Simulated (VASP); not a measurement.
# Rh (Fm-3m) in VASP: further runs, part 2 of 2

VASP 6.6.1. The steps go on from the part before.

### Step 4. Relaxation of cell and atoms, PBE

This run uses another cell than the first one, of 14.05 Å³/atom, 0.982 times its volume.

The input, INCAR:

```
PREC = Accurate ; ENCUT = 600
EDIFF = 1E-7 ; ISMEAR = 1
SIGMA = 0.1 ; LREAL = F
LASPH = T ; NELM = 80
ALGO = Normal ; ISIF = 3
LWAVE = F ; LCHARG = F
GGA = PE ; IBRION = 2
NSW = 90 ; EDIFFG = -0.005
```

The input, KPOINTS:

```
Automatic mesh
0
Gamma
  16 16 16
```

The input, POSCAR:

```
Rh                                      
1.0
    0.0000000000      1.9151000113      1.9151000113
    1.9151000113      0.0000000000      1.9151000113
    1.9151000113      1.9151000113      0.0000000000
  Rh            
     1
Direct
     0.0000000000000000    0.0000000000000000    0.0000000000000000
```

Potentials or basis: VASP PAW PBE potentials, release 64 (Rh_pv).

Launch:

```console
> cat potpaw_PBE.64/Rh_pv/POTCAR > POTCAR
> mpirun -np 1 vasp_std > vasp.out
```

OUTCAR:

```text
PREC = Accurate
   ENCUT = 600
   EDIFF = 1E-7
   ISMEAR = 1
   LREAL = F
   LASPH = T
   NELM = 80
   ISIF = 3
   GGA = PE
   IBRION = 2
   NSW = 90
   EDIFFG = -0.005

 ion  position               nearest neighbor table
   1  0.000  0.000  0.000-

  LATTYP: Found a face centered cubic cell.
 ALAT       =     3.8302000226

  Lattice vectors:

 A1 = (   0.0000000000,   1.9151000113,   1.9151000113)
 A2 = (   1.9151000113,   0.0000000000,   1.9151000113)
 A3 = (   1.9151000113,   1.9151000113,   0.0000000000)

Analysis of symmetry for initial positions (statically):
=====================================================================
 Subroutine PRICEL returns:
 Original cell was already a primitive cell.

 Routine SETGRP: Setting up the symmetry group for a
 face centered cubic supercell.

 Subroutine GETGRP returns: Found 48 space group operations
 (whereof 48 operations were pure point group operations)
 out of a pool of 48 trial point group operations.

The static configuration has the point symmetry O_h .

Analysis of symmetry for dynamics (positions and initial velocities):
=====================================================================
 Subroutine PRICEL returns:
 Original cell was already a primitive cell.

[... 225 lines left out ...]

 number of electron      15.0000000 magnetization

 Free energy of the ion-electron system (eV)
  ---------------------------------------------------
  ext. energy  EPLUGINS =         0.00000000
  ---------------------------------------------------
  free energy    TOTEN  =        -7.25787887 eV

  energy without entropy =       -7.25761060  energy(sigma->0) =       -7.25778945

 E-fermi :  11.5064     XC(G=0): -13.8964

 val. band max:       11.5012253045   @ k =   0.4375   0.1250   0.0625
 cond. band min:      11.5106368639   @ k =  -0.3750   0.2500   0.0000
 fundamental gap:      0.0094115593
 Fermi energy:        11.5063857772

 k-point     1 :       0.0000    0.0000    0.0000
  band No.  band energies     occupation
      1     -34.8182      2.00000
      2     -34.8182      2.00000
      3     -34.8182      2.00000
      4       3.7188      2.00000
      5       8.5454      2.00000
      6       8.5454      2.00000
      7       8.5454      2.00000
      8      10.5634      2.00000
      9      10.5634      2.00000
     10      27.5324      0.00000
     11      32.1214      0.00000
[... 309 lines left out ...]
 k-point    24 :      -0.0625    0.0625    0.0000
  band No.  band energies     occupation
      1     -34.8825      2.00000
      2     -34.8377      2.00000
      3     -34.8233      2.00000
      4       4.1230      2.00000
      5       8.3527      2.00000
      6       8.6870      2.00000
      7       8.7329      2.00000
      8      10.3840      2.00000
      9      10.5883      2.00000
     10      28.0888      0.00000
     11      31.1870      0.00000

 [... further k-points ...]

------------------------ aborting loop because EDIFF is reached ----------------------------------------

  FORCE on cell =-STRESS in cart. coord.  units (eV):
  Direction    XX          YY          ZZ          XY          YZ          ZX
  --------------------------------------------------------------------------------------
  -------------------------------------------------------------------------------------
  Total        0.0008286      0.0008286      0.0008286     -0.0000000      0.0000000     -0.0000000
  in kB        0.0945567      0.0945567      0.0945567     -0.0000000      0.0000000     -0.0000000
  external PRESSURE =       0.0945567 kB  Pullay stress =       0.0000000 kB
[... 16 lines left out ...]
  FREE ENERGIE OF THE ION-ELECTRON SYSTEM (eV)
  ---------------------------------------------------
  free  energy   TOTEN  =        -7.2578788692 eV

  energy  without entropy=       -7.2576105981  energy(sigma->0) =       -7.25778945

 reached required accuracy - stopping structural energy minimisation
```

CONTCAR:

```text
Rh
   1.00000000000000
     0.0000000000000000    1.9147257169483809    1.9147257169483809
     1.9147257169483809    0.0000000000000000    1.9147257169483809
     1.9147257169483809    1.9147257169483809    0.0000000000000000
  Rh
     1
Direct
     0.0000000000000000    0.0000000000000000    0.0000000000000000

  0.00000000E+00  0.00000000E+00  0.00000000E+00
```

It took 31 s on 1 thread of Intel Xeon Platinum 8488C (Sapphire Rapids), shared host; peak memory 0.16 GiB.

What came out:

```yaml
Free_energy: -7.2579 eV
Relaxed_volume: 14.04 Å³/atom
Relaxed_cell: a = 2.708 Å, b = 2.708 Å, c = 2.708 Å, α = 60.00°, β = 60.00°, γ = 60.00°
Space_group_after_relaxing_to_0.05_Å: Fm-3m (No. 225)
Energy_gained_by_relaxing: 0.0 meV/atom
Ionic_steps: 3
Pressure_after_relaxing: 0.0 GPa
Band_gap_on_the_k_mesh: none (metal or under the smearing width)
```

Final structure:
```cif
data_structure
_symmetry_space_group_name_H-M 'P 1'
_symmetry_Int_Tables_number 1
_cell_length_a 2.7078
_cell_length_b 2.7078
_cell_length_c 2.7078
_cell_angle_alpha 60.000
_cell_angle_beta 60.000
_cell_angle_gamma 60.000
_cell_volume 14.04
loop_
_atom_site_label
_atom_site_type_symbol
_atom_site_fract_x
_atom_site_fract_y
_atom_site_fract_z
_atom_site_occupancy
Rh1 Rh 0.00000 0.00000 0.00000 1
```

### Step 5. Relaxation of the atoms, PBE (a relaxed cell with its volume scaled by 0.94)

The input, INCAR:

```
PREC = Accurate ; ENCUT = 600
EDIFF = 1E-7 ; ISMEAR = 1
SIGMA = 0.1 ; LREAL = F
LASPH = T ; NELM = 80
ALGO = Normal ; ISIF = 2
LWAVE = F ; LCHARG = F
GGA = PE ; IBRION = 2
NSW = 40 ; EDIFFG = -0.01
```

KPOINTS is that of step 4.

The input, POSCAR:

```
Rh                                      
1.0
    0.0000000000      1.8756387143      1.8756387143
    1.8756387143      0.0000000000      1.8756387143
    1.8756387143      1.8756387143      0.0000000000
  Rh            
     1
Direct
     0.0000000000000000    0.0000000000000000    0.0000000000000000
```

Launch:

```console
> cat potpaw_PBE.64/Rh_pv/POTCAR > POTCAR
> mpirun -np 1 vasp_std > vasp.out
```

It took 15 s on 1 thread of Intel Xeon Platinum 8488C (Sapphire Rapids), shared host; peak memory 0.15 GiB.

The run converged. Its results:

| Property | Result |
| --- | --- |
| Free energy | -7.2102 eV |
| Pressure after relaxing | 18.8 GPa |
| Band gap on the k mesh | none (metal or under the smearing width) |

Final structure:
```
CELL_PARAMETERS angstrom
0.00000 1.87564 1.87564
1.87564 0.00000 1.87564
1.87564 1.87564 0.00000
ATOMIC_POSITIONS crystal
Rh 0.00000 0.00000 0.00000
```

Levels at points of the mesh, in eV from the Fermi level:
```
           k point  band 5  band 6  band 7  band 8  band 9  band 10
(0.00, 0.00, 0.00)   -3.26   -3.26   -3.26   -1.03   -1.03    15.98
(0.50, 0.00, 0.00)   -3.35   -3.35    0.63    0.63    0.71     9.10
(0.50, 0.50, 0.00)   -6.31    0.60    1.08    1.08    3.34    12.83
```

Caveat: the relaxation stopped at its first step, so nothing moved.

### Step 6. The runs side by side

| task | level | cell | gap on the mesh (eV) | pressure (GPa) |
| --- | --- | --- | --- | --- |
| relaxation of cell and atoms | RPBE | relaxed | none | 0.0 |
| relaxation of cell and atoms | PBE | relaxed | none | 0.0 |
| relaxation of the atoms | PBE | atoms relaxed from: a relaxed cell with its volume scaled by 0.94 | none | 18.8 |

Alike in all rows: potentials or basis VASP PAW PBE potentials, release 64 (Rh_pv); no spin polarisation; k mesh 16 × 16 × 16; cutoff (eV) 600; smearing methfessel-paxton 0.1 eV.

Caveats: the relaxation stopped at its first step, so nothing moved (some runs); the PAW data sets were made with another functional, which shifts forces and pressure a little (some runs).

Absolute energies hang on the potentials; compare differences alone.
